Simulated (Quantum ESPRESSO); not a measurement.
# GaP/Ga(1-x)In(x)P (110) interfaces, on the lattice of GaP, stepped through the share x of In, part 3 of 9

Wanted: a table for GaP/Ga(1-x)In(x)P (110) interfaces, on the lattice of GaP against the share x of In, and what can be fitted to it.

Quantum ESPRESSO 7.5; plane-wave DFT, LDA, GBRV ultrasoft pseudopotentials.

So far. Step 2 (Relaxing cell and ions of the reference):  The last row is no step: it is a fresh SCF in the final cell with a new plane-wave basis, +3 meV from the row before.

## (5) Relaxing cell and ions, 0.25

What the set-up leaves free in this member is relaxed.

System of this step: Ga(1-x)In(x)P, x = 1/4, ordered (110) cell. Symmetry: Pmm2, No. 25, orthorhombic system. The conventional cell has a = 3.810 Å, b = 7.621 Å, c = 5.387 Å, α = 90.00°, β = 90.00°, γ = 90.00°. Nearest to In lie 4 P at 2.33 Å. Nearest to P lie 2 Ga at 2.33 Å and 2 In at 2.33 Å. Nearest to Ga lie 4 P at 2.33 Å. P has 3 Ga at 2.33 Å and 1 In at 2.33 Å nearest. Ga has 4 P at 2.33 Å nearest. P has 4 Ga at 2.33 Å nearest. Farther neighbours are not listed.

The input, m0.relax.in:

```
&control
  prefix = 'm0.relax'
  outdir = './out'
  pseudo_dir = './pseudo'
  nstep = 70
  forc_conv_thr = 0.0004
  calculation = 'vc-relax'
/
&system
  ibrav = 0
  nat = 8
  ntyp = 3
  ecutwfc = 48
  ecutrho = 240
  occupations = 'smearing'
  smearing = 'fd'
  degauss = 0.002
/
&electrons
  conv_thr = 1e-09
  mixing_beta = 0.4
  electron_maxstep = 120
/
&ions
/
&cell
  cell_dofree = 'z'
  press_conv_thr = 0.4
/
ATOMIC_SPECIES
  In  114.8180  in_lda_v1.4.uspp.F.UPF
  P   30.9738  p_lda_v1.5.uspp.F.UPF
  Ga  69.7230  ga_lda_v1.4.uspp.F.UPF
CELL_PARAMETERS angstrom
  5.38740463800000 0.00000000000000 0.00000000000000
  0.00000000000000 3.81025747400000 0.00000000000000
  0.00000000000000 0.00000000000000 7.62051438300000
ATOMIC_POSITIONS crystal
  In  0.000000000000 0.000000000000 0.000000000000
  P   0.250000000000 0.500000000000 0.000000000000
  Ga  0.500000000000 0.500000000000 0.250000000000
  P   0.750000000000 0.000000000000 0.250000000000
  Ga  0.000000000000 0.000000000000 0.500000000000
  P   0.250000000000 0.500000000000 0.500000000000
  Ga  0.500000000000 0.500000000000 0.750000000000
  P   0.750000000000 0.000000000000 0.750000000000
K_POINTS automatic
  3 4 2 0 0 0
```

Launch:

```
$ OMP_NUM_THREADS=1 mpirun -n 4 pw.x -nk 2 -in m0.relax.in > m0.relax.out
```

What it wrote:

```text
[banner, memory and clock lines left out]
Program PWSCF v.7.5 starts

          URL

     Message from routine setup:
     using ibrav=0 with symmetry is DISCOURAGED, use correct ibrav instead

     bravais-lattice index     =            0
     lattice parameter (alat)  =      10.1807  a.u.
     unit-cell volume          =    1055.6375 (a.u.)^3
     number of atoms/cell      =            8
     number of atomic types    =            3
     number of electrons       =        90.00
     number of Kohn-Sham states=           54
     kinetic-energy cutoff     =      48.0000  Ry
     charge density cutoff     =     240.0000  Ry
     scf convergence threshold =      1.0E-09
     mixing beta               =       0.4000
     number of iterations used =            8  plain     mixing
     energy convergence thresh.=      1.0E-04
     force convergence thresh. =      4.0E-04
     press convergence thresh. =      4.0E-01
     Exchange-correlation=  SLA  PZ   NOGX NOGC
                           (   1   1   0   0   0   0   0)
     nstep                     =           70

     celldm(1)=  10.180719  celldm(2)=   0.000000  celldm(3)=   0.000000
     celldm(4)=   0.000000  celldm(5)=   0.000000  celldm(6)=   0.000000

     crystal axes: (cart. coord. in units of alat)
               a(1) = (   1.000000   0.000000   0.000000 )
               a(2) = (   0.000000   0.707253   0.000000 )
               a(3) = (   0.000000   0.000000   1.414506 )

     reciprocal axes: (cart. coord. in units 2 pi/alat)
               b(1) = (  1.000000  0.000000  0.000000 )
               b(2) = (  0.000000  1.413921  0.000000 )
               b(3) = (  0.000000  0.000000  0.706961 )

     PseudoPot. # 1 for In read from file:
     ./pseudo/in_lda_v1.4.uspp.F.UPF
     Pseudo is Ultrasoft + core correction, Zval = 13.0
     Generated by new atomic code, or converted to UPF format
     Using radial grid of  889 points,  6 beta functions with:
                l(1) =   0
                l(2) =   0
                l(3) =   1
                l(4) =   1
                l(5) =   2
                l(6) =   2
     Q(r) pseudized with  6 coefficients,  rinner =    1.400   1.400   1.400
                                                       1.400   1.400

     PseudoPot. # 2 for P  read from file:
     ./pseudo/p_lda_v1.5.uspp.F.UPF
     Pseudo is Ultrasoft + core correction, Zval =  5.0
     Generated by new atomic code, or converted to UPF format
     Using radial grid of  903 points,  6 beta functions with:
                l(1) =   0
                l(2) =   0
                l(3) =   1
                l(4) =   1
                l(5) =   2
                l(6) =   2
     Q(r) pseudized with  8 coefficients,  rinner =    1.300   1.300   1.300
                                                       1.300   1.300

     PseudoPot. # 3 for Ga read from file:
     ./pseudo/ga_lda_v1.4.uspp.F.UPF
     Pseudo is Ultrasoft + core correction, Zval = 19.0
     Generated by new atomic code, or converted to UPF format
     Using radial grid of  871 points,  6 beta functions with:
                l(1) =   0
                l(2) =   0
                l(3) =   1
                l(4) =   1
                l(5) =   2
                l(6) =   2
     Q(r) pseudized with  8 coefficients,  rinner =    1.250   1.250   1.250
                                                       1.250   1.250

     atomic species   valence    mass     pseudopotential
     In               13.00   114.81800     In( 1.00)
     P                 5.00    30.97380     P ( 1.00)
     Ga               19.00    69.72300     Ga( 1.00)

      4 Sym. Ops. (no inversion) found

   Cartesian axes

     site n.     atom                  positions (alat units)
         1        In     tau(   1) = (   0.0000000   0.0000000   0.0000000  )
         2        P      tau(   2) = (   0.2500000   0.3536264   0.0000000  )
         3        Ga     tau(   3) = (   0.5000000   0.3536264   0.3536264  )
         4        P      tau(   4) = (   0.7500000   0.0000000   0.3536264  )
         5        Ga     tau(   5) = (   0.0000000   0.0000000   0.7072528  )
         6        P      tau(   6) = (   0.2500000   0.3536264   0.7072528  )
         7        Ga     tau(   7) = (   0.5000000   0.3536264   1.0608792  )
         8        P      tau(   8) = (   0.7500000   0.0000000   1.0608792  )

     number of k points=    12  Fermi-Dirac smearing, width (Ry)=  0.0020
                       cart. coord. in units 2pi/alat
        k(    1) = (   0.0000000   0.0000000   0.0000000), wk =   0.0833333
        k(    2) = (   0.0000000   0.0000000  -0.3534804), wk =   0.0833333
        k(    3) = (   0.0000000   0.3534804   0.0000000), wk =   0.1666667
        k(    4) = (   0.0000000   0.3534804  -0.3534804), wk =   0.1666667
        k(    5) = (   0.0000000  -0.7069607   0.0000000), wk =   0.0833333
        k(    6) = (   0.0000000  -0.7069607  -0.3534804), wk =   0.0833333
        k(    7) = (   0.3333333   0.0000000   0.0000000), wk =   0.1666667
        k(    8) = (   0.3333333   0.0000000  -0.3534804), wk =   0.1666667
        k(    9) = (   0.3333333   0.3534804   0.0000000), wk =   0.3333333
        k(   10) = (   0.3333333   0.3534804  -0.3534804), wk =   0.3333333
        k(   11) = (   0.3333333  -0.7069607   0.0000000), wk =   0.1666667
        k(   12) = (   0.3333333  -0.7069607  -0.3534804), wk =   0.1666667

     Dense  grid:    66307 G-vectors     FFT dimensions: (  54,  36,  72)

     Smooth grid:    47465 G-vectors     FFT dimensions: (  45,  32,  64)

     Initial potential from superposition of free atoms

     starting charge      85.4994, renormalised to      90.0000
     Starting wfcs are   61 randomized atomic wfcs

     per-process dynamical memory:    53.5 Mb

     Self-consistent Calculation

     iteration #  1     ecut=    48.00 Ry     beta= 0.40
     Davidson diagonalization with overlap
     ethr =  1.00E-02,  avg # of iterations =  4.2

     total energy              =   -1395.20063973 Ry
     estimated scf accuracy    <      87.28126279 Ry

     iteration #  2     ecut=    48.00 Ry     beta= 0.40
     Davidson diagonalization with overlap
     ethr =  1.00E-02,  avg # of iterations =  3.2

     total energy              =   -1431.99026350 Ry
     estimated scf accuracy    <      68.87033550 Ry

     iteration #  3     ecut=    48.00 Ry     beta= 0.40
     Davidson diagonalization with overlap
     ethr =  1.00E-02,  avg # of iterations =  4.4

     total energy              =   -1440.47711399 Ry
     estimated scf accuracy    <      10.29864901 Ry

[...]
5.3041   5.9876   6.3728   6.8625   6.9730  11.1609  11.3113  11.6345
    11.6880  12.2900  12.3562  12.9313  13.1427  13.2920

          k = 0.3333-0.7070 0.0000 (  5948 PWs)   bands (ev):

   -85.7665 -85.7665 -85.7503 -85.7503 -85.7493 -85.7492 -85.7184 -85.7169
   -85.7134  -6.7758  -6.7700  -6.7607  -6.7213  -6.6515  -6.6306  -6.6266
    -6.6196  -6.6092  -6.5917  -6.5758  -6.5740  -6.5710  -6.5430  -6.5340
    -6.3220  -6.1913  -6.1569  -6.0709  -6.0058  -2.4564  -2.4361  -1.4468
    -1.3962   1.0385   1.2620   1.4775   2.0121   4.5490   4.5887   4.6075
     4.6373   6.3262   6.3288   6.4627   6.8657   9.7689  10.1672  11.4037
    11.4373  11.7189  11.7613  12.4379  12.7345  12.7388

          k = 0.3333-0.7070-0.3415 (  5936 PWs)   bands (ev):

   -85.7665 -85.7665 -85.7505 -85.7502 -85.7493 -85.7491 -85.7184 -85.7169
   -85.7134  -6.7737  -6.7663  -6.7608  -6.7169  -6.6459  -6.6373  -6.6273
    -6.6247  -6.6063  -6.5861  -6.5785  -6.5762  -6.5722  -6.5437  -6.5335
    -6.3214  -6.1942  -6.1595  -6.0718  -6.0056  -2.1887  -2.1768  -1.8740
    -1.8707   1.3565   1.4462   1.6864   2.2227   4.5317   4.5429   4.6687
     4.7691   5.9671   5.9784   6.0806   6.1396  10.5900  10.6207  10.6912
    10.7669  12.8504  12.8535  12.9198  13.2234  14.2186

     the Fermi energy is     8.7230 ev

!    total energy              =   -1440.46586187 Ry
     estimated scf accuracy    <          2.4E-12 Ry
     smearing contrib. (-TS)   =      -0.00000000 Ry
     internal energy E=F+TS    =   -1440.46586187 Ry

     The total energy is F=E-TS. E is the sum of the following terms:
     one-electron contribution =   -1259.77392122 Ry
     hartree contribution      =     668.19374669 Ry
     xc contribution           =    -204.46001276 Ry
     ewald contribution        =    -644.42567459 Ry

     convergence has been achieved in   8 iterations

     Forces acting on atoms (cartesian axes, Ry/au):

     atom    1 type  1   force =     0.00193010    0.00000000    0.00000000
     atom    2 type  2   force =     0.00178334    0.00000000    0.00000000
     atom    3 type  3   force =     0.00036578    0.00000000   -0.00040026
     atom    4 type  2   force =    -0.00098827    0.00000000   -0.00005810
     atom    5 type  3   force =    -0.00148032    0.00000000    0.00000000
     atom    6 type  2   force =    -0.00098815    0.00000000    0.00000000
     atom    7 type  3   force =     0.00036578    0.00000000    0.00040026
     atom    8 type  2   force =    -0.00098827    0.00000000    0.00005810

     Total force =     0.003553     Total SCF correction =     0.000007

     Computing stress (Cartesian axis) and pressure

          total   stress  (Ry/bohr**3)                   (kbar)     P=       20.92
   0.00015262   0.00000000   0.00000000           22.45        0.00        0.00
   0.00000000   0.00027493   0.00000000            0.00       40.44        0.00
   0.00000000   0.00000000  -0.00000098            0.00        0.00       -0.14

     Energy error            =      2.3E-05 Ry
     Gradient error          =      1.9E-03 Ry/Bohr
     Cell gradient error     =      1.4E-01 kbar

     number of scf cycles    =   9
     number of bfgs steps    =   8

     enthalpy           old  =   -1440.4658388308 Ry
     enthalpy           new  =   -1440.4658618740 Ry

     CASE: enthalpy          _new < enthalpy          _old

     new trust radius        =       0.0083384960 bohr
     new conv_thr            =            1.0E-11 Ry

     new unit-cell volume =   1092.24474 a.u.^3 (   161.85397 Ang^3 )
     density =      4.59504 g/cm^3

CELL_PARAMETERS (angstrom)
   5.387404638   0.000000000   0.000000000
   0.000000000   3.810257474   0.000000000
   0.000000000   0.000000000   7.884777452

ATOMIC_POSITIONS (crystal)
In              -0.0055151464        0.0000000000        0.0000000000
P                0.2838663656        0.5000000000        0.0000000000
Ga               0.4974323285        0.5000000000        0.2578681125
P                0.7421662527        0.0000000000        0.2638055337
Ga              -0.0020454576        0.0000000000        0.5000000000
P                0.2444970759        0.5000000000        0.5000000000
Ga               0.4974323285        0.5000000000        0.7421318875
P                0.7421662527        0.0000000000        0.7361944663

     XML data file
     NEW-OLD atomic charge density approx. for the potential
     New effective cutoffs (rho, wfc):  239.66   47.99

     per-process dynamical memory:    72.6 Mb

     Self-consistent Calculation

     iteration #  1     ecut=    48.00 Ry     beta= 0.40
     Davidson diagonalization with overlap
     ethr =  1.00E-06,  avg # of iterations =  6.0

     Threshold (ethr) on eigenvalues was too large:
     Diagonalizing with lowered threshold

     Davidson diagonalization with overlap
     ethr =  1.22E-08,  avg # of iterations =  6.0

     total energy              =   -1440.46588644 Ry
     estimated scf accuracy    <       0.00001157 Ry

     iteration #  2     ecut=    48.00 Ry     beta= 0.40
     Davidson diagonalization with overlap
     ethr =  1.29E-08,  avg # of iterations =  2.2

     total energy              =   -1440.46588829 Ry
     estimated scf accuracy    <       0.00000288 Ry

     iteration #  3     ecut=    48.00 Ry     beta= 0.40
     Davidson diagonalization with overlap
     ethr =  3.20E-09,  avg # of iterations =  2.1

     total energy              =   -1440.46588873 Ry
     estimated scf accuracy    <       0.00000054 Ry

     iteration #  4     ecut=    48.00 Ry     beta= 0.40
     Davidson diagonalization with overlap
     ethr =  5.97E-10,  avg # of iterations =  4.8

     total energy              =   -1440.46588880 Ry
     estimated scf accuracy    <       0.00000008 Ry

     iteration #  5     ecut=    48.00 Ry     beta= 0.40
     Davidson diagonalization with overlap
     ethr =  8.38E-11,  avg # of iterations =  4.9

     total energy              =   -1440.46588882 Ry
     estimated scf accuracy    <          4.1E-09 Ry

     iteration #  6     ecut=    48.00 Ry     beta= 0.40
     Davidson diagonalization with overlap
     ethr =  4.59E-12,  avg # of iterations =  4.1

     total energy              =   -1440.46588882 Ry
     estimated scf accuracy    <          4.1E-10 Ry

     iteration #  7     ecut=    48.00 Ry     beta= 0.40
     Davidson diagonalization with overlap
     ethr =  4.51E-13,  avg # of iterations =  4.3

     total energy              =   -1440.46588882 Ry
     estimated scf accuracy    <          4.1E-11 Ry

     iteration #  8     ecut=    48.00 Ry     beta= 0.40
     Davidson diagonalization with overlap
     ethr =  1.00E-13,  avg # of iterations =  3.5

     End of self-consistent calculation

          k = 0.0000 0.0000 0.0000 (  5939 PWs)   bands (ev):

   -85.7602 -85.7601 -85.7440 -85.7440 -85.7428 -85.7426 -85.7114 -85.7097
   -85.7064  -6.7834  -6.7340  -6.7286  -6.6639  -6.6611  -6.6482  -6.6403
    -6.6177  -6.6023  -6.5972  -6.5754  -6.5619  -6.5538  -6.5431  -6.5220
    -6.2890  -6.2026  -6.1507  -6.0601  -6.0158  -4.6471  -2.7749  -2.6659
    -1.4409   1.2351   2.4835   2.7458   4.4815   4.5881   5.0165   5.3161
     6.6905   7.0472   7.9386   8.0569   8.2539   9.2081   9.6180   9.8376
    10.9689  11.4911  11.7410  12.0845  12.1007  13.4999

          k = 0.0000 0.0000-0.3416 (  5888 PWs)   bands (ev):

   -85.7601 -85.7599 -85.7439 -85.7438 -85.7426 -85.7426 -85.7113 -85.7096
   -85.7063  -6.7723  -6.7541  -6.6948  -6.6852  -6.6617  -6.6511  -6.6370
    -6.6195  -6.5964  -6.5944  -6.5843  -6.5580  -6.5577  -6.5415  -6.5221
    -6.2871  -6.2121  -6.1507  -6.0603  -6.0160  -4.2394  -3.9659  -1.6198
    -1.4631   1.1313   1.7758   3.8220   3.9121   5.1778   5.2068   5.5786
     5.9701   6.5487   6.7400   7.6820   8.1202   9.9243  10.3935  11.0373
    11.5436  11.9889  12.0036  12.2863  12.4701  12.7429

          k = 0.0000 0.3535 0.0000 (  5914 PWs)   bands (ev):

   -85.7600 -85.7600 -85.7439 -85.7439 -85.7427 -85.7427 -85.7113 -85.7096
   -85.7063  -6.7705  -6.7580  -6.7432  -6.6924  -
```

Wall time 6.5 min (4 MPI ranks of Arm Neoverse V1, shared host); peak memory 0.57 GiB.

Step by step:

```csv
step,energy less that of the first step (eV),largest force (eV/Å),volume (Å³)
1,0.0000,2.3112,156.43
2,-0.2861,1.6705,158.40
3,-0.4414,0.9270,160.01
4,-0.5154,0.3182,161.74
5,-0.5231,0.2464,162.05
6,-0.5294,0.1106,162.22
7,-0.5314,0.0837,162.14
8,-0.5321,0.0702,162.01
9,-0.5324,0.0496,161.93
10,-0.5328,0.0589,161.85
11,-0.5330,0.0442,161.81
12,-0.5332,0.0224,161.82
13,-0.5332,0.0158,161.84
14,-0.5333,0.0088,161.86
15,-0.5461,0.0088,161.86
```

```csv
cell as run,before,after,change
a (Å),5.387,5.387,+0.0 %
b (Å),3.810,3.810,+0.0 %
c (Å),7.621,7.885,+3.5 %
volume (Å³/atom),19.55,20.23,+3.5 %
```

The atoms that moved most (Å, as changes of fractional coordinates times the final cell):

```csv
atom,dx,dy,dz,length
P2,0.192,0.000,0.000,0.192
P8,-0.044,0.000,-0.107,0.115
P4,-0.044,0.000,0.107,0.115
Ga3,-0.015,0.000,0.064,0.066
Ga7,-0.015,0.000,-0.064,0.066
P6,-0.034,0.000,0.000,0.034
In1,-0.022,0.000,0.000,0.022
Ga5,-0.019,0.000,0.000,0.019
```

 The last row is no step: it is a fresh SCF in the final cell with a new plane-wave basis, -13 meV from the row before.

Read from the output:

| Quantity | Value |
| --- | --- |
| free energy | -19598.5501 eV |
| Fermi energy | 8.732 eV |

[end of part 3 of 9]

[Logs are printed without paths, hosts, clocks, repeated set-up lines and the standing remarks that a program may print on its own settings, such as how far it seeks lower states.]

[Hosts, paths, dates, database ids (printed as entryN), source tags and the programs' standing remarks are cut or masked in the printed files.]

[Maps of the electrostatic potential energy from Ansatz leave out the sawtooth potential of an applied field or a dipole correction, so their vacuum need not be flat; planar profiles and work functions include it.]
